## One crystal, five gaps: lead telluride

The band gap of a crystal is the energy between its highest occupied and lowest empty one-electron states. Here it was computed for lead telluride (PbTe) in the rock-salt structure by density-functional theory. In the table, "gap on mesh" is the smallest such difference over all the sampled wave vectors k, and "direct gap on mesh" is the smallest one at a single k. The atoms stay in the same places in every row, so a change of bond length can't be a cause of the trend.

Kohn–Sham DFT with GPAW 26.7.0, using PAW data sets and plane waves, for rock-salt PbTe (2-atom cell, fixed geometry) without spin polarisation or spin–orbit coupling. All rows use a 6×6×6 k mesh and Fermi–Dirac occupations with a smearing width of 0.001 eV. The gaps are differences of one-electron levels on that mesh.

| functional | potentials | wave cutoff | gap on mesh (eV) | direct gap on mesh (eV) |
| --- | --- | --- | --- | --- |
| LDA | GPAW-PAW-data-sets-(gpaw-data 1.2.1),-other-valence | 450 eV | 0.577 | 0.577 |
| PBE | GPAW-PAW-data-sets-(gpaw-data 1.2.1),-other-valence | 500 eV | 0.653 | 0.653 |
| RPBE | GPAW-PAW-data-sets-(gpaw-data-1.2.1) | 450 eV | 0.754 | 0.754 |
| AM05 | PAW-data-sets-made-by gpaw-setup-for-the-functional | 400 eV | 0.675 | 0.675 |
| GLLB-SC | GPAW-PAW-data-sets-(gpaw-data-1.2.1) | 400 eV | 0.951 | 0.951 |

The two gap columns agree in every row, so both band edges lie at the same k. LDA gives the smallest gap, 0.58 eV, and GLLB-SC the largest, 0.95 eV. PBE and AM05 lie close together a little above LDA, and RPBE stands clearly above them. To see why, one first has to know which atoms carry the two edges.

### Which atom carries which edge

In a simple ionic picture, lead gives its two 6p electrons to tellurium. The filled Te 5p states then form the top of the valence band, and the emptied Pb 6p states form the bottom of the conduction band. The real crystal is less ionic, and the top of the valence band also contains some Pb 6s character. Both edges lie at the point L on the boundary of the Brillouin zone, which is well established for this compound.

The gap therefore depends strongly on the difference in level between two neighbouring atoms. A functional that raises the potential felt by electrons on lead, relative to that on tellurium, opens the gap. One that shifts both atoms equally leaves it alone. The question for each functional is how unevenly it treats the two atoms.

### From LDA to PBE and RPBE

LDA takes the exchange and correlation energy at each point from the density there. PBE and RPBE also use the density gradient, measured relative to the density itself. This relative gradient rises and falls through the shells of an atom and can become large where the density is thin. Because lead and tellurium have different shells, the added potential differs between them. That a gradient term changes the gap is thus no surprise, but the argument in words does not fix the sign. The table does: PBE lies 0.08 eV above LDA, and RPBE another 0.10 eV above PBE.

PBE and RPBE have the same correlation and differ only in exchange. Each multiplies the LDA exchange energy by an enhancement factor that grows with the gradient. The two factors agree for very small and for very large gradients, but the RPBE factor is the larger one in between. The direction of the step from PBE to RPBE is therefore plausible, since RPBE carries further the change that PBE began.

Its size is harder to explain. Suppose that the gap opened in proportion to the extra exchange enhancement, and that every region of the crystal pushed it the same way. The opening over LDA could then be at most 1.3 times as large in RPBE as in PBE, whatever the gradients are. The table gives a ratio of 2.3, which this simple picture cannot reach.

At least three pieces of physics are missing from it. The gap depends on a difference between two atoms, so what the gradient terms add on lead and on tellurium can push it in opposite ways. The ratio of two such differences has no fixed limit. Next, the electrons feel the derivative of the energy with respect to the density, which also depends on how steeply the enhancement factor rises. In addition, the gradient term in correlation, common to both functionals, works against that in exchange as far as the energy goes. If it does so for the gap too, and removes a similar amount from both openings, their ratio grows. The calculations do not separate these effects.

They also leave room for a technical cause. The PBE run treats 30 electrons explicitly and the RPBE run 20, with different plane-wave cutoffs, and no pair of runs isolates that change. AM05 also uses the density gradient, so a gap that differs from that of LDA is no surprise there either; the table puts it above. Its data sets and cutoff differ too, so the 0.02 eV between PBE and AM05 should not be read as a ranking.

### Why GLLB-SC stands apart

The step from RPBE to GLLB-SC is 0.20 eV, slightly more than the whole way from LDA to RPBE. These two runs treat the same number of electrons, with data sets from the same collection, though their cutoffs differ. A change in the kind of potential is the natural explanation.

GLLB-SC models the exchange-correlation potential directly and includes a part called the response potential. This part is repulsive, and at each point it is an average over the occupied states that supply the density there. A state counts with the square root of its depth below the highest occupied level. Where the density comes mostly from states near the top of the valence band, the repulsion is weak. Where it comes mostly from deep states, the repulsion is strong.

Around tellurium, much of the outer density belongs to the 5p states near the top of the valence band. Around lead, the 6p shell is nearly empty, and the density comes largely from the deeper 6s and 5d shells. The response potential should therefore raise lead relative to tellurium, and with it the Pb 6p conduction edge relative to the Te 5p valence edge. The Pb 6s share in the valence edge weakens the effect, because that edge is raised a little too.

This is what the construction of the functional leads one to expect. The potential of RPBE also holds a repulsion of this kind, but one set by the density and the way it varies in space, blind to how deep the states lie. No run separates the response part from the rest of the change, so its share of the 0.20 eV is not measured. It does suggest a rule for GLLB-SC in a similar compound, untested here. One finds the atom that carries each edge and asks how deep the states lie that supply its outer density. If they lie deeper on the atom with the conduction edge, the response potential should tend to widen the gap.

### Does the whole spectrum move?

If lead as a whole is raised against tellurium, transitions throughout the spectrum should move up, not only those at L. The dielectric constant ε offers a test, because it collects transitions from the whole Brillouin zone. It was computed in the same runs for AM05, RPBE and GLLB-SC, and the values used here leave out local fields. Penn's model replaces all the transitions by one mean gap E:

ε − 1 = (Eₚ/E)²

Here Eₚ is the plasma energy of the valence electrons, the energy of their collective oscillation. Ten s and p electrons per formula unit give 14.3 eV, close to the main energy-loss peak computed with PBE. The AM05 value, ε = 30.5, serves as the anchor and gives E = 14.3/√29.5 ≈ 2.6 eV. This mean gap is much larger than the gap at L, because most transitions lie far from the edge.

Now let every transition rise by as much as the tabulated gap does from AM05 to GLLB-SC, which is 0.951 − 0.675 = 0.276 eV. The mean gap becomes about 2.9 eV, and the model predicts ε ≈ 25.1. The computed value, which played no part in the anchor, is 22.7. In this model a uniform shift thus gives about two thirds of the fall. For RPBE it gives about four fifths of a much smaller fall. The optical matrix elements carry errors of a few percent in all rows, so that smaller fall is only a weak test.

If ε − 1 instead followed the inverse square of the gap at L alone, GLLB-SC would have ε near 16, far too low. The gap at L thus does not set ε by itself, and an opening confined to the few transitions near L would be expected to change the mean gap much less. The size of the fall therefore favours an opening that reaches well beyond the band edge, as the picture of two shifted atoms suggests. It does not prove that picture. Some of the missing fall is expected from the model itself. Low-lying transitions weigh most in ε, and a shift weakens them more than a single mean gap can show. Transitions that move unevenly may add to the miss, and so may the response calculation, which lacks some terms for GLLB-SC. The output printed after the text gives both estimates for these three functionals.

### What the gaps can be used for

The choice of k points can matter almost as much as the functional. With LDA, a 7×7×7 mesh gives a direct gap of 0.90 eV instead of 0.58 eV, a change equal to 85% of the full spread in the table. An odd mesh centred on the zone centre misses L and therefore the true edge. A 6×6×6 mesh centred there contains L. If it were shifted off the centre in the usual way, its nearest point would lie farther from L than that of the 7×7×7 mesh, and its gap should be the larger of the two. It is the smaller, which points to a mesh that contains L. An engineer comparing two reported gaps of PbTe should check this before crediting the difference to the functional.

Nor do the rows show which functional is closest to nature. The measured gap is roughly 0.2 to 0.3 eV, a recalled size, and every row lies above it. But spin–orbit coupling is absent from all of them. In a heavy atom such as lead it splits the 6p states and pulls the lower branch down, which narrows the gap by several tenths of an eV. LDA's position nearest to experiment is therefore no sign of quality.

GLLB-SC needs a second correction, in the opposite direction. Its tabulated gap is a plain difference of one-electron levels. The energy to add an electron and remove another also contains a jump in the potential, the derivative discontinuity, which the method can supply but which is not included here. The 0.95 eV is thus neither the method's full prediction nor a value to set directly against a measurement.

Output of the analysis:

```
Gap, PBE less LDA (eV): 0.076
Gap, AM05 less PBE (eV): 0.022
Gap, RPBE less PBE (eV): 0.101
Gap, RPBE less LDA (eV): 0.177
Gap, GLLB-SC less RPBE (eV): 0.197
Gap, GLLB-SC less LDA, the full spread (eV): 0.374
Opening over LDA, RPBE divided by PBE: 2.329
Largest ratio of exchange enhancement less 1, RPBE divided by PBE: 1.298
LDA gap on 7x7x7 less that on 6x6x6 (eV): 0.3181
The same mesh effect as percent of the full spread: 85.05
Free-electron plasma energy of 10 valence electrons (eV): 14.3
Loss peak computed with PBE (eV): 14.35
Mean (Penn) gap from the AM05 dielectric constant (eV): 2.634
Dielectric constant without local fields, anchored at AM05:
      row  computed  rigid shift  edge gap only
     RPBE     28.35        28.78          24.62
     AM05     30.47        30.47          30.47
  GLLB-SC     22.68        25.14          15.84
Rigid shift, miss for RPBE (percent): 1.505
Rigid shift, miss for GLLB-SC (percent): 10.85
Edge gap only, miss for RPBE (percent): -13.17
Edge gap only, miss for GLLB-SC (percent): -30.14
Share of the AM05 to GLLB-SC drop given by the rigid shift (percent): 68.4
```
